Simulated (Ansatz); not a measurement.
ZnTe, response to strain

Consider ZnTe in the zinc blende structure (space group F-43m, No. 216; a = 6.066 Å). Axes: x, y, z lie along the cube axes.

Strains are applied to the cell and any free atomic positions relax; under biaxial strain the out-of-plane vector relaxes too.

Calculations: PBEsol/PAW in Ansatz (an electronic-structure program), without spin-orbit coupling, earlier PAW set.

Candidates:
(a) tensor shear ε_yz = +0.73 %
(b) biaxial strain +1.06 %, plane normal [001], relaxed out of plane
(c) isotropic strain +0.78 %
(d) biaxial strain +2.56 %, plane normal [001], relaxed out of plane

Notes on the quantities. energy relative to the base: free energy F.

Problem. Order them by energy relative to the base, highest first.

Solution. (d) biaxial strain +2.56 %, plane normal [001], relaxed out of plane (+7.1 meV/atom), (c) isotropic strain +0.78 % (+2.3 meV/atom), (b) biaxial strain +1.06 %, plane normal [001], relaxed out of plane (+1.3 meV/atom), (a) tensor shear ε_yz = +0.73 % (+0.6 meV/atom)

Stability against distortions was not tested.
